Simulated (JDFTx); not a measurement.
The system is TiB2.

```
CELL_PARAMETERS angstrom
3.02920 0.00000 0.00000
-1.51460 2.62336 0.00000
0.00000 0.00000 3.22840
ATOMIC_POSITIONS crystal
Ti 0.00000 0.00000 0.00000
B 0.66667 0.33333 0.50000
B 0.33333 0.66667 0.50000
```

- Program: JDFTx 1.7.0 (patched build)
- Task: single point
- Functional: PBE
- Potentials or basis: PseudoDojo-SR-PBE-0.5-standard
- Cutoff: 1143 eV
- Density cutoff: 9143 eV
- k mesh: 10 × 10 × 8
- Occupations: fermi-dirac, width 0.05 eV
- Spin: no spin polarisation

On this cell: pressure 0.2 GPa; largest force under 0.003 eV/Å; band gap on the k mesh none (metal or under the smearing width).

The same run follows on a disturbed copy (atoms moved at random, drawn with an rms of 0.05 Å):

```
Ti B
1.0
     3.02920    0.00000    0.00000
    -1.51460    2.62336    0.00000
     0.00000    0.00000    3.22840
Ti B
1 2
Direct
  0.99663 0.98608 0.98473
  0.65640 0.31348 0.50274
  0.33149 0.66649 0.49409
```

Problem. What does the disturbed cell give?

Solution. The energy (extrapolated to zero smearing) moves by +13.2 meV/atom; pressure 0.8 GPa; largest force 0.947 eV/Å; band gap on the k mesh none (metal or under the smearing width).

Forces on the atoms (eV/Å):
```
Ti  -0.205  0.139  0.636
B    0.046  0.780 -0.474
B    0.160 -0.919 -0.162
```

Stress tensor (GPa, compression positive):
```
-0.21  0.05 -0.16
 0.05  2.38  0.09
-0.16  0.09  0.27
```

Caveats: the empty levels aren't tightly converged.
